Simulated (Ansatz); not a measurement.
**Ni: searching below the plain SCF**

Aim: test whether Ni has a self-consistent state below the best one that plain SCF starts reached, by the runs listed below. System: Ni, its experimental structure (space group Fm-3m, primitive cell doubled); the cell holds 2 atoms. Source: COD entry 9013033.

The COD cell was measured well above room temperature, so it is larger than a cold one.

Computed with Ansatz 0.2.0 (DFT PBE, PAW, plane waves, scalar-relativistic, unless a step's input says otherwise).

**1. The starting structure**

The structure is cubic, space group Fm-3m (No. 225). Conventional cell: a = 3.603 Å, b = 3.603 Å, c = 3.603 Å, α = 90.00°, β = 90.00°, γ = 90.00°. Around Ni (site symmetry m-3m) lie 12 Ni at 2.55 Å.

Structure file:

```xyz
2
Lattice="-1.8015 -3.6030 -1.8015 -1.8015 0.0000 -1.8015 1.8015 0.0000 -1.8015" Properties=species:S:1:pos:R:3 pbc="T T T"
Ni    0.0000    0.0000    0.0000
Ni    0.0000   -1.8015   -1.8015
```

Atoms are counted from 1 in the order of input.yaml (Ni2 and so on).

Known so far: 8 plain starts ended in 2 states. The lowest came from “spin on, no moments given (the program may seed its own), plain SCF”: ferromagnetic, site moments Ni1 0.68, Ni2 0.68 μB, total 1.29 μB per cell, no gap on the k-mesh, free energy -11679.4355 eV.

Runs to come: parallel moments, default search for lower states; opposed moments +-, default search for lower states; the moments typed in its input, symmetry off, plain SCF; the moments typed in its input, standard search for lower states; the moments typed in its input, symmetry off, default search.

A plain SCF has the search for lower states switched off and ends at the first converged state. The default search lets the program follow hints of a lower state (another filling of open shells, a soft direction), where it sees any. The standard and full searches may also try other magnetic orders and fillings, and need not reach the lowest state. With a search on, the program may also reshape the start on open shells. Ends within 0.2 meV/atom and 0.1 μB count as one state.

Site moments are integrals over atomic spheres and don't add up to the total.

**2. Parallel moments, default search for lower states**

Input file input.yaml:

```yaml
crystal:
  lattice:
    - [-1.8015, -3.603, -1.8015]
    - [-1.8015, 0.0, -1.8015]
    - [1.8015, 0.0, -1.8015]
  atoms:
    - { symbol: Ni, position: [0.0, 0.0, 0.0], spin: 2.0 }
    - { symbol: Ni, position: [0.5, 0.0, 0.5], spin: 2.0 }
magnetization:
  spin_polarized: true
hamiltonian:
  xc: pbe
  pseudopotentials: { kind: paw }
basis:
  ecutwfc: 420
kpoints:
  mp_grid: { grid: [8, 14, 11] }
scf:
  occupations: { method: fermi_dirac, width: 0.1 }
output:
  forces: true
  stress: true
```

Standard output, cut to the lines that bear on the results:

```text
Warning: crystal.symmetry: narrowed to the stabiliser of the k-point mesh — unitary ops 32 → 8; excluded 24 operations that carry a point of the 8×14×11 mesh (shift [0, 0, 0]) off the mesh (the run samples exactly the mesh kpoints.mp_grid names, as under crystal.symmetry.detect: false, [...]
Pseudopotentials: kind: paw
Pseudopotential: Ni, paw, valence charge 18, recommended cutoff 420 eV (normal), Ni.paw.azcp
Functional definition: PBE
[...]
Crystal: 2 atoms, lattice volume = 23.386 Å³
Basis set: ecut = 420 eV, 481 PW (Γ), exchange–correlation on 60×36×36 points (8 copies of the dense FFT grid, shifted against one another)
Bands: 24, of which v1, the nominal top of the filled ones, is band 18 counted from 1 (17 counted from 0)
Symmetry: 8 space group operations
k-points: 348 of 1232
[...]
Starting moments: Σ|m| = 4 μB on 2 of 2 sites
[...]
SCF iter   1: F=—  HF=-11678.262914 eV  |F-HF|=—  |Δ(HF+E_count)|=         —  Δρ=1.50e-1 (↑1.50e-1 ↓8.81e-2)  dr2=7.55e-1  dr2_m=2.96e0  M=1.925 μB ∫|m|=2.079 μB  β_m=0.30  ethr=2.10e-3  ⟨swp⟩=1.0  Hψ=81977  notcnv=0
[...]
SCF iter   9: F=-11679.435522 eV  HF=-11679.435522 eV  |F-HF|=2.33e-10  |Δ(HF+E_count)|=   2.83e-9  Δρ=2.71e-6 (↑4.36e-7 ↓2.71e-6)  dr2=3.90e-10  dr2_m=3.27e-10  M=1.288 μB ∫|m|=1.483 μB  ethr=2.66e-11  ⟨swp⟩=2.1  Hψ=54256  notcnv=0
[...]
SCF converged after 9 iterations
Magnetization: 1.2877 μB (18.6439 up, 17.3561 down)
Absolute magnetization: 1.4843 μB (∫|ρ↑−ρ↓|, with the PAW one-centre terms)
Spin contamination: 0.0162 ħ² per cell (⟨S²⟩ above its minimum at these occupations)
Per-site moments (μB) at R_I (Å): [(0.6849282518327072, 1.0509286147037415), (0.6849282518327071, 1.0509286147037415)]
Free energy (F): -11679.435522 eV
[...]
E sigma→0 (E₀):  -11679.377693 eV
Entropy (-TS):   -0.115658 eV (-57.829 meV/atom)
Fermi energy:    16.588728 eV
[... 24 lines left out: energy terms, forces, stress ...]
```

Run time: 8.7 s. Hardware: 2 threads of an x86-64 CPU, shared host; peak memory 0.62 GiB.

This is the state of step 1 again (ferromagnetic), after 9 iterations.

**3. Opposed moments +-, default search for lower states**

Changes to input.yaml since step 2:

```diff
@@ -7,3 +7,3 @@
     - { symbol: Ni, position: [0.0, 0.0, 0.0], spin: 2.0 }
-    - { symbol: Ni, position: [0.5, 0.0, 0.5], spin: 2.0 }
+    - { symbol: Ni, position: [0.5, 0.0, 0.5], spin: -2.0 }
 magnetization:
```

Standard output, cut to the lines that bear on the results:

```text
Warning: crystal.symmetry: narrowed to the stabiliser of the k-point mesh — unitary ops 16 → 4; excluded 12 operations that carry a point of the 8×14×11 mesh (shift [0, 0, 0]) off the mesh (the run samples exactly the mesh kpoints.mp_grid names, as under crystal.symmetry.detect: false, [...]
[... 11 lines as in an earlier run ...]
Symmetry: 4 space group operations
[... 5 lines as in an earlier run ...]
Starting moments: Σ|m| = 4 μB on 2 of 2 sites
[... 2 lines as in an earlier run ...]
spin-down is spin-up translated by (0.5, 0, 0.5): one eigenproblem is solved per k-point and the antiferromagnetic symmetry of the starting moments is kept exactly by this SCF (crystal.symmetry.spin_inversion_symmetry: false solves both channels; [...]
SCF iter   1: F=—  HF=-11678.448055 eV  |F-HF|=—  |Δ(HF+E_count)|=         —  Δρ=1.94e-1 (↑1.94e-1 ↓1.94e-1)  dr2=6.94e-1  dr2_m=7.84e0  M=0.000 μB ∫|m|=1.139 μB  β_m=0.30  ethr=1.93e-3  ⟨swp⟩=1.3  Hψ=41576  notcnv=0
[...]
Starting moments: Σ|m| = 4 μB on 2 of 2 sites; this step starts from the density that it was given
[...]
SCF iter   2: F=-11679.435522 eV  HF=-11679.435522 eV  |F-HF|=1.16e-10  |Δ(HF+E_count)|=  7.28e-11  Δρ=7.59e-7 (↑7.59e-7 ↓3.70e-7)  dr2=1.86e-10  dr2_m=1.20e-11  M=-1.288 μB ∫|m|=1.483 μB  ethr=1.00e-12  ⟨swp⟩=3.6  Hψ=38348  notcnv=0
[...]
the run went on to a lower state, not held to the crystal's whole symmetry: an SCF along what the orbitals of the run's state read of its open shells (or to have them read: on a GPU, or by another smearing), with the run's symmetry operations kept and the antiferromagnet's [...]
WARN: the starting moments were not kept: 1 of 2 ended reversed and 1 kept their direction, counting a site from 0.1 of the cell's largest site moment. The largest reversed, site 0 (counted from 0, in the order of the report's site_moments_mub), started with +2.0 μB and closes at -6.8e-1 [...]
SCF converged after 2 iterations
Magnetization: -1.2877 μB (17.3561 up, 18.6439 down)
Absolute magnetization: 1.4843 μB (∫|ρ↑−ρ↓|, with the PAW one-centre terms)
Spin contamination: 0.0162 ħ² per cell (⟨S²⟩ above its minimum at these occupations)
Per-site moments (μB) at R_I (Å): [(-0.6849268684526609, 1.0509286147037415), (-0.6849268861064295, 1.0509286147037415)]
Free energy (F): -11679.435522 eV
[...]
E sigma→0 (E₀):  -11679.377692 eV
Entropy (-TS):   -0.115659 eV (-57.829 meV/atom)
Fermi energy:    16.588717 eV
[... 29 lines left out: energy terms, forces, stress, bands ...]
```

It took 52 s on 2 threads of an x86-64 CPU, shared host; peak memory 1.5 GiB.

This is the state of step 1 again (ferromagnetic), after 22 iterations.

**4. The moments typed in its input, symmetry off, plain SCF**

Changes to input.yaml since step 3:

```diff
@@ -8,2 +8,3 @@
     - { symbol: Ni, position: [0.5, 0.0, 0.5], spin: -2.0 }
+  symmetry: { detect: false, time_reversal: true }
 magnetization:
@@ -19,2 +20,3 @@
   occupations: { method: fermi_dirac, width: 0.1 }
+  lower_state_search: "off"
 output:
```

Standard output, cut to the lines that bear on the results:

```text
[... 11 lines as in an earlier run ...]
Symmetry: 1 space group operations
k-points: 618 of 1232 (time reversal used)
[... 4 lines as in an earlier run ...]
Starting moments: Σ|m| = 4 μB on 2 of 2 sites
[... 2 lines as in an earlier run ...]
[...]
SCF iter   1: F=—  HF=-11678.548833 eV  |F-HF|=—  |Δ(HF+E_count)|=         —  Δρ=1.40e-1 (↑1.40e-1 ↓1.40e-1)  dr2=1.68e-1  dr2_m=4.12e0  M=0.000 μB ∫|m|=1.813 μB  β_m=0.30  ethr=4.67e-4  ⟨swp⟩=1.3  Hψ=147658  notcnv=0
[...]
spin-set hold released at iteration 1 (the charge has settled, or the pull on large starting moments outlasts its swing): the magnetisation degrees of freedom join the quasi-Newton model from the next iteration; the mixer history was flushed
[...]
SCF iter  20: F=-11679.355699 eV  HF=-11679.355699 eV  |F-HF|=3.27e-11  |Δ(HF+E_count)|=  6.73e-11  Δρ=3.78e-7 (↑3.68e-7 ↓3.78e-7)  dr2=4.52e-11  dr2_m=1.41e-11  M=-0.000 μB ∫|m|=0.000 μB  ethr=1.00e-12  ⟨swp⟩=1.2  Hψ=64692  notcnv=0
[...]
WARN: the starting moments were not kept: the SCF closed with an absolute magnetisation of 6.5e-6 μB, where they sum to 4 μB in size (2 sites). That is at most 0.1 of that sum. Measured as dr2_m measures the in/out step, that magnetisation stands 3.1e-11 eV from none, at or under the [...]
No search for a lower state was made along the close's negative reading: the deck asks for none (scf.lower_state_search: off) (following: asked_to_warn; scf.lower_state_search in the input reference).
SCF converged after 20 iterations
Magnetization: -0.0000 μB (18.0000 up, 18.0000 down)
Absolute magnetization: 0.0000 μB (∫|ρ↑−ρ↓|, with the PAW one-centre terms)
Spin contamination: 0.0000 ħ² per cell (⟨S²⟩ above its minimum at these occupations)
Per-site moments (μB) at R_I (Å): [(-4.6660313286800897e-7, 1.0509286147037415), (3.2649726433003574e-7, 1.0509286147037415)]
Free energy (F): -11679.355699 eV
[...]
E sigma→0 (E₀):  -11679.261582 eV
Entropy (-TS):   -0.188234 eV (-94.117 meV/atom)
Fermi energy:    16.415121 eV
[...]
--- Forces (eV/Å), atoms counted from 1 ---
  atom   1  Ni    -0.00000000    -0.00000000     0.00000000
  atom   2  Ni     0.00000000     0.00000000    -0.00000000
[...]
--- Stress (GPa, compression-positive) ---
      -12.360596       0.000093      -0.043957
        0.000093     -12.494904       0.000092
       -0.043957       0.000092     -12.360596
  P = ⅓ Tr σ = -12.4054 GPa (-124.054 kbar)
```

Wall time 37 s (2 threads of an x86-64 CPU, shared host); peak memory 0.92 GiB.

End: non-magnetic, no gap on the k-mesh. Against step 1, the lowest until now, it is 39.9 meV/atom higher. The program's check reads this end as a saddle point, not a minimum.

**5. The moments typed in its input, standard search for lower states**

Changes to input.yaml since step 4:

```diff
@@ -8,3 +8,2 @@
     - { symbol: Ni, position: [0.5, 0.0, 0.5], spin: -2.0 }
-  symmetry: { detect: false, time_reversal: true }
 magnetization:
@@ -20,3 +19,3 @@
   occupations: { method: fermi_dirac, width: 0.1 }
-  lower_state_search: "off"
+  lower_state_search: standard
 output:
```

Standard output, cut to the lines that bear on the results:

```text
[... 1 line as in an earlier run ...]
the run goes by scf.lower_state_search standard: where its kind and settings allow, a search for a lower-energy state can add stability tests and further SCF calculations, which can take several times, in some runs tens of times, as long as the SCF (see the manual's entry of the key); [...]
[... 17 lines as in an earlier run ...]
Starting moments: Σ|m| = 4 μB on 2 of 2 sites
[... 4 lines as in an earlier run ...]
SCF iter   1: F=—  HF=-11678.448055 eV  |F-HF|=—  |Δ(HF+E_count)|=         —  Δρ=1.94e-1 (↑1.94e-1 ↓1.94e-1)  dr2=6.94e-1  dr2_m=7.84e0  M=0.000 μB ∫|m|=1.139 μB  β_m=0.30  ethr=1.93e-3  ⟨swp⟩=1.3  Hψ=41576  notcnv=0
[...]
Starting moments: Σ|m| = 4 μB on 2 of 2 sites; this step starts from the density that it was given
[...]
[... 1 line as in an earlier run ...]
[...]
[... 1 line as in an earlier run ...]
[...]
SCF iter   2: F=-11679.435522 eV  HF=-11679.435522 eV  |F-HF|=1.16e-10  |Δ(HF+E_count)|=  7.28e-11  Δρ=7.59e-7 (↑7.59e-7 ↓3.70e-7)  dr2=1.86e-10  dr2_m=1.20e-11  M=-1.288 μB ∫|m|=1.483 μB  ethr=1.00e-12  ⟨swp⟩=3.6  Hψ=38348  notcnv=0
[...]
[... 2 lines as in an earlier run ...]
SCF converged after 2 iterations
Magnetization: -1.2877 μB (17.3561 up, 18.6439 down)
Absolute magnetization: 1.4843 μB (∫|ρ↑−ρ↓|, with the PAW one-centre terms)
Spin contamination: 0.0162 ħ² per cell (⟨S²⟩ above its minimum at these occupations)
Per-site moments (μB) at R_I (Å): [(-0.6849268684526609, 1.0509286147037415), (-0.6849268861064295, 1.0509286147037415)]
Free energy (F): -11679.435522 eV
[...]
E sigma→0 (E₀):  -11679.377692 eV
Entropy (-TS):   -0.115659 eV (-57.829 meV/atom)
Fermi energy:    16.588717 eV
[... 29 lines left out: energy terms, forces, stress, bands ...]
```

Run time: 55 s. Hardware: 2 threads of an x86-64 CPU, shared host; peak memory 1.4 GiB.

The run ends in the same state as step 1 (ferromagnetic); it took 22 iterations.

**6. The moments typed in its input, symmetry off, default search**

Changes to input.yaml since step 5:

```diff
@@ -8,2 +8,3 @@
     - { symbol: Ni, position: [0.5, 0.0, 0.5], spin: -2.0 }
+  symmetry: { detect: false, time_reversal: true }
 magnetization:
@@ -19,3 +20,2 @@
   occupations: { method: fermi_dirac, width: 0.1 }
-  lower_state_search: standard
 output:
```

Standard output, cut to the lines that bear on the results:

```text
[... 17 lines as in an earlier run ...]
Starting moments: Σ|m| = 4 μB on 2 of 2 sites
[... 2 lines as in an earlier run ...]
[...]
SCF iter   1: F=—  HF=-11678.447766 eV  |F-HF|=—  |Δ(HF+E_count)|=         —  Δρ=1.94e-1 (↑1.94e-1 ↓1.94e-1)  dr2=6.94e-1  dr2_m=7.84e0  M=0.000 μB ∫|m|=1.139 μB  β_m=0.30  ethr=1.93e-3  ⟨swp⟩=1.3  Hψ=147639  notcnv=0
[...]
SCF iter  15: F=-11679.435522 eV  HF=-11679.435522 eV  |F-HF|=2.97e-8  |Δ(HF+E_count)|=   1.60e-9  Δρ=9.93e-6 (↑9.93e-6 ↓2.67e-6)  dr2=3.14e-8  dr2_m=2.85e-9  M=-1.288 μB ∫|m|=1.483 μB  ethr=7.24e-12  ⟨swp⟩=1.7  Hψ=90423  notcnv=0
[...]
WARN: the starting moments were not kept: 1 of 2 ended reversed and 1 kept their direction, counting a site from 0.1 of the cell's largest site moment. The largest reversed, site 0 (counted from 0, in the order of the report's site_moments_mub), started with +2.0 μB and closes at -6.8e-1 [...]
SCF converged after 15 iterations
Magnetization: -1.2877 μB (17.3561 up, 18.6439 down)
Absolute magnetization: 1.4843 μB (∫|ρ↑−ρ↓|, with the PAW one-centre terms)
Spin contamination: 0.0162 ħ² per cell (⟨S²⟩ above its minimum at these occupations)
Per-site moments (μB) at R_I (Å): [(-0.6849486440163344, 1.0509286147037415), (-0.6849061369515989, 1.0509286147037415)]
Free energy (F): -11679.435522 eV
[...]
E sigma→0 (E₀):  -11679.377692 eV
Entropy (-TS):   -0.115658 eV (-57.829 meV/atom)
Fermi energy:    16.588726 eV
[... 24 lines left out: energy terms, forces, stress ...]
```

It took 41 s on 2 threads of an x86-64 CPU, shared host; peak memory 0.96 GiB.

This is the state of step 1 again (ferromagnetic), after 15 iterations.

**7. All ends together**

```csv
step,iterations,state,moments of Ni1 Ni2 (μB),total (μB),gap (eV),pressure (GPa),above lowest (meV/atom)
1,11,1,0.68 0.68,1.29,none,-11.6,0.0
2,9,1,0.68 0.68,1.29,none,-11.6,0.0
3,22,1,-0.68 -0.68,-1.29,none,-11.6,0.0
4,20,2,0.00 0.00,0.00,none,-12.4,39.9
5,22,1,-0.68 -0.68,-1.29,none,-11.6,0.0
6,15,1,-0.68 -0.68,-1.29,none,-11.6,0.0
```

States are numbered from the lowest. Starts by step: 2 parallel moments, default search for lower states; 3 opposed moments +-, default search for lower states; 4 the moments typed in its input, symmetry off, plain SCF; 5 the moments typed in its input, standard search for lower states; 6 the moments typed in its input, symmetry off, default search. Step 1 is the best of the earlier plain starts.

The 5 runs of this session took 3.2 min in all, from 8.7 s to 55 s each.

Decimal logarithm of the largest residual (eV) by iteration, counted through all cycles of a run:

```csv
iteration,step 2,step 3,step 4,step 5,step 6
1,0.5,0.9,0.6,0.9,0.9
2,0.3,0.7,0.4,0.7,0.7
3,0.0,1.1,0.2,1.1,1.1
4,-1.2,-1.3,-1.3,-1.3,-1.3
5,-4.3,-1.9,-1.7,-1.9,0.3
7,-6.1,-3.5,-1.6,-3.5,0.5
9,-9.4,-6.0,-3.6,-6.0,-3.5
11,-,-8.9,-4.4,-8.9,-5.2
12,-,-10.1,-4.1,-10.1,-5.4
14,-,-10.7,-4.0,-10.7,-8.6
16,-,-2.6,-5.7,-2.6,-
18,-,-7.4,-8.1,-7.4,-
20,-,-9.6,-10.3,-9.6,-
22,-,-9.7,-,-9.7,-
```

**8. Summary of results**

```
         quantity                                                      value
  distinct states  2 from 6 converged runs, the best start of step 1 counted
     lowest state                                              ferromagnetic
      its moments                                    Ni1 -0.68, Ni2 -0.68 μB
     total moment                                          -1.29 μB per cell
gap on the k-mesh                                                       none
         pressure                                                  -11.6 GPa
    largest force                                                 0.000 eV/Å
       next state                         non-magnetic, 39.9 meV/atom higher
```

No run goes below the best plain start. 6 runs converged, to 2 different states. A lower state than any found can't be excluded. State 2 reads as a saddle point, which a small push may leave. The mesh has less symmetry than the lattice, which lowers the symmetry of the run.
